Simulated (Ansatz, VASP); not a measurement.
# Al6H: VASP beside Ansatz

```
CELL_PARAMETERS angstrom
5.71430 0.00000 0.00000
-2.85715 4.94873 0.00000
0.00000 0.00000 22.60164
ATOMIC_POSITIONS crystal
Al 0.33333 0.16667 0.17698
Al 0.33333 0.66667 0.17698
Al 0.83333 0.16667 0.17698
Al 0.83333 0.66667 0.17698
Al 0.16667 0.33333 0.27878
Al 0.16667 0.83333 0.27878
Al 0.66667 0.33333 0.27878
Al 0.66667 0.83333 0.27878
Al 0.00000 0.00000 0.38058
Al 0.00000 0.50000 0.38058
Al 0.50000 0.00000 0.38058
Al 0.50000 0.50000 0.38058
H 0.17155 0.16667 0.45712
H 0.49512 0.16667 0.45712
```

Alike in both runs: task single point; functional PBE; k mesh 6 × 6 × 1; occupations gaussian, width 0.1 eV; no spin polarisation.

|  | VASP | Ansatz |
| --- | --- | --- |
| version | VASP 6.6.1 | Ansatz 0.2.0 |
| potentials or method | VASP PAW PBE potentials, release 64 (Al, H) | scalar-relativistic, plane waves, PAW |
| plane-wave cutoff (eV) | 520 | 420 |
| valence electrons in the cell | 38 | 38 |

|  | VASP | Ansatz | Ansatz less VASP |
| --- | --- | --- | --- |
| gap on the k mesh at the Fermi level (eV) | none | none | - |
| rms of the force components (eV/Å) | 0.421 | 0.421 | -0.0001 |
| work function, face that differs most (eV) | 4.93 | 4.95 | +0.017 |

Atom by atom the forces differ by 0.001 eV/Å (rms over components). A gap of «none» marks a metal or a gap that the smearing closes.
